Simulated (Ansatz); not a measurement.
# ZnS (wurtzite) under strain

Wurtzite ZnS, relaxed with r2SCAN in the plane-wave code Ansatz. Space group P6_3mc (No. 186), hexagonal; conventional cell a = 3.805 Å, c = 6.244 Å, 19.58 Å³ an atom. Zn has 4 S at 2.33–2.34 Å; S has 4 Zn at 2.33–2.34 Å.

The axes x, y and z are those of this cell:
```yaml
crystal:
  lattice:
    - [3.80545, 0.00000, 0.00000]
    - [-1.90273, 3.29562, 0.00000]
    - [0.00000, 0.00000, 6.24399]
  atoms:
    - { symbol: Zn, position: [0.33333, 0.66667, 0.00034] }
    - { symbol: Zn, position: [0.66667, 0.33333, 0.50034] }
    - { symbol: S, position: [0.33333, 0.66667, 0.37466] }
    - { symbol: S, position: [0.66667, 0.33333, 0.87466] }
```

Unstrained: The PBE gap is direct at Γ: 2.213 eV. r2SCAN gives a direct gap of 2.781 eV at Γ. With HSE06 the gap is 3.444 eV and direct, at Γ. Meshes: PBE 12×12×4, r2SCAN 12×12×4, HSE06 6×6×4. Strains are changes of length per length, and xy shears are angles. After each strain the atoms were relaxed again with r2SCAN within the symmetry that the strain leaves, so tilts or polar shifts that break it weren't tested; points keep the names that they have in the unstrained zone. Calculated for a static, non-magnetic cell.

Changes of the least gap in eV (an overlap counts as a negative gap):
```json
{"strain": "uniaxial -2.5 % along z", "volume change (%)": "-2.5", "space group": "P6_3mc", "PBE": "+0.145", "r2SCAN": "+0.153", "HSE06": "+0.152", "energy rise, r2SCAN (meV/atom)": "6.1"}
{"strain": "epitaxial +2.0 % in the xy plane, free normal strain -1.09 %", "volume change (%)": "+2.9", "space group": "P6_3mc", "PBE": "-0.116", "r2SCAN": "-0.122", "HSE06": "-0.131", "energy rise, r2SCAN (meV/atom)": "7.4"}
{"strain": "uniaxial +5.0 % along x", "volume change (%)": "+5.0", "space group": "Cmc2_1", "PBE": "-0.263", "r2SCAN": "-0.275", "HSE06": "-0.285", "energy rise, r2SCAN (meV/atom)": "17.9"}
{"strain": "xy shear, engineering strain (angle) -2.0 %", "volume change (%)": "0.0", "space group": "P2_1", "PBE": "-0.045", "r2SCAN": "-0.047", "HSE06": "-0.048", "energy rise, r2SCAN (meV/atom)": "0.8"}
```

Uniaxial -2.5 % along z, other directions held. HSE06: the gap goes from 3.444 to 3.596 eV (+0.152 eV); with r2SCAN the top three valence levels at Γ, grouped 2+1 from the top over 85 meV, become 1+2 over 35 meV. Stress change with r2SCAN, compression positive: xx +1.24, yy +1.24, zz +3.98 GPa.

Epitaxial +2.0 % in the xy plane, free normal strain -1.09 %. HSE06: the gap goes from 3.444 to 3.313 eV (-0.131 eV); with r2SCAN the top three valence levels at Γ, grouped 2+1 from the top over 85 meV, become 1+2 over 57 meV. Stress change with r2SCAN, compression positive: xx -3.04, yy -3.04, zz -0.08 GPa.

Uniaxial +5.0 % along x, other directions held. HSE06: the gap goes from 3.444 to 3.159 eV (-0.285 eV); with r2SCAN the top three valence levels at Γ, grouped 2+1 from the top over 85 meV, become 1+1+1 over 170 meV. Stress change with r2SCAN, compression positive: xx -5.73, yy -2.59, zz -1.96 GPa.

Xy shear, engineering strain (angle) -2.0 %. HSE06: the gap goes from 3.444 to 3.396 eV (-0.048 eV); with r2SCAN the top three valence levels at Γ, grouped 2+1 from the top over 85 meV, become 1+1+1 over 129 meV. Stress change with r2SCAN, compression positive: xx -0.02, yy +0.01, zz 0.00, xy +0.69 GPa.

The meshes of the hybrids are coarse, so their gaps aren't converged to the digits shown.

The splittings at Γ are without spin-orbit coupling, which regroups them where it is of like size or larger.
